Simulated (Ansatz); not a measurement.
The system is Pd.

```xyz
2
Lattice="2.7837 0.0000 0.0000 -1.3918 2.4107 0.0000 0.0000 0.0000 4.6289" Properties=species:S:1:pos:R:3 pbc="T T T"
Pd    0.0000    1.6071    1.1572
Pd    1.3918    0.8036    3.4717
```

This isn't the form of Pd at room conditions, which is fcc.

- Program: Ansatz 0.2.0
- Task: single point
- Functional: PBEsol
- Potentials or basis: all-electron LAPW, scalar-relativistic
- Cutoff: 260 eV (chosen from the basis error)
- Basis error allowed: 0.001 eV/atom
- k mesh: 11 × 11 × 6
- Occupations: fermi-dirac, width 0.05 eV
- Spin: no spin polarisation

On this cell: pressure -10.4 GPa; largest force under 0.003 eV/Å; band gap on the k mesh none (metal or under the smearing width).

The same run follows on a disturbed copy (atoms moved at random, drawn with an rms of 0.05 Å):

```
CELL_PARAMETERS angstrom
2.78367 0.00000 0.00000
-1.39183 2.41072 0.00000
0.00000 0.00000 4.62889
ATOMIC_POSITIONS crystal
Pd 0.32850 0.69168 0.24099
Pd 0.66929 0.34399 0.75873
```

Problem. What does the disturbed cell give?

Solution. The energy (extrapolated to zero smearing) moves by +13.0 meV/atom; pressure -9.7 GPa; largest force 0.604 eV/Å; band gap on the k mesh none (metal or under the smearing width).

Forces in eV/Å, atoms in the order of the input:
```
Pd   0.032 -0.032  0.603
Pd  -0.032  0.032 -0.603
```

Stress tensor (GPa, compression positive):
```
-10.34   0.37   0.15
  0.37  -9.68  -0.14
  0.15  -0.14  -9.08
```
